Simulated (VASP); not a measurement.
The system is NiO.

```
Ni O
1.0
     0.00000    2.09131    2.09131
     2.09131    0.00000    2.09131
     2.09131    2.09131    0.00000
Ni O
1 1
Direct
  0.00000 0.00000 0.00000
  0.50000 0.50000 0.50000
```

* Program: VASP 6.6.1
* Task: relaxation of cell and atoms
* Functional: PBE
* Potentials or basis: VASP PAW PBE potentials, release 64 (Ni, O_h)
* Cutoff: 900 eV
* k mesh: 8 × 8 × 8
* Occupations: fermi-dirac, width 0.05 eV
* Spin: collinear spin, ferromagnetic start
* Starting moments: [1.0, 0.0] μB

At the start: pressure 4.3 GPa; volume 9.15 Å³/atom.

Where does the relaxation end?

Over 3 steps the energy falls by 2.7 meV/atom and the volume is 9.35 Å³/atom (+2.2 %); space group Fm-3m (No. 225, to 0.05 Å); moment 1.82 μB per cell.

The path:
| step | energy change (eV) | largest force (eV/Å) | pressure (GPa) | volume (Å³) |
| --- | --- | --- | --- | --- |
| 1 | 0.0000 | 0.0000 | 4.34 | 18.29 |
| 2 | -0.0032 | 0.0000 | -2.61 | 18.96 |
| 3 | -0.0053 | 0.0000 | 0.02 | 18.69 |

Final structure:
```xyz
2
Lattice="0.0000 2.1065 2.1065 2.1065 0.0000 2.1065 2.1065 2.1065 0.0000" Properties=species:S:1:pos:R:3 pbc="T T T"
Ni    0.0000    0.0000    0.0000
O     2.1065    2.1065    2.1065
```

Caveat: the cutoff is under 1.25 times the usual one of these potentials, so pressure, stress and relaxed cells hold a basis-set (Pulay) error; a cell with one magnetic atom can't hold antiferromagnetic order, which such compounds often take.
